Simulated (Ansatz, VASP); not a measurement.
**One calculation of CaSe, two programs**

File INCAR:

```
ALGO = Normal
EDIFF = 1E-6
ENCUT = 520
GGA = CA
ISIF = 2
ISMEAR = -1
LASPH = True
LCHARG = True
LELF = True
LREAL = False
LVHAR = True
LWAVE = False
NBANDS = 15
NELM = 100
PREC = Accurate
SIGMA = 0.01
```

The input KPOINTS:

```
k-points
0
Gamma
  2 2 2
```

The input POSCAR:

```
CaSe
1.0
    4.1804150000      0.0000000000      0.0000000000
    2.0902075000      3.6203455884      0.0000000000
    2.0902075000      1.2067818628      3.4132945544
Ca Se
1 1
Direct
    0.0000000000      0.0000000000      0.0000000000
    0.5000000000      0.5000000000      0.5000000000
```

Input for Ansatz:

```yaml
crystal:
  lattice:
    - [4.180415, 0.0, 0.0]
    - [2.0902075000000004, 3.620345588361524, 0.0]
    - [2.0902075000000004, 1.206781862787175, 3.413294554358979]
  atoms:
    - { symbol: Ca, position: [0.0, 0.0, 0.0] }
    - { symbol: Se, position: [0.49999999999999994, 0.4999999999999999, 0.5] }
kpoints:
  mp_grid:
    grid: [2, 2, 2]
hamiltonian:
  xc: lda
scf:
  n_extra_bands: 4
  occupations:
    method: fermi_dirac
    width: 0.01
output:
  eigenvalues: true
```

Alike in both runs: task single point; functional LDA; k mesh 2 × 2 × 2; occupations fermi-dirac, width 0.01 eV; no spin polarisation.

|  | VASP | Ansatz |
| --- | --- | --- |
| version | VASP 6.6.1 | Ansatz 0.2.0 |
| potentials or method | VASP PAW LDA potentials, release 64 (Ca_sv, Se) | plane waves, PAW |
| plane-wave cutoff (eV) | 520 | 420 |
| valence electrons in the cell | 16 | 26 |

|  | VASP | Ansatz | Ansatz less VASP |
| --- | --- | --- | --- |
| gap on the k mesh at the Fermi level (eV) | 1.60 | 1.62 | +0.018 |

The two sets of potentials don't hold the same shells in valence.

Caveats: the k mesh is coarse (spacing up to 0.92 Å⁻¹), so the values aren't converged. A k mesh can miss the band edges.
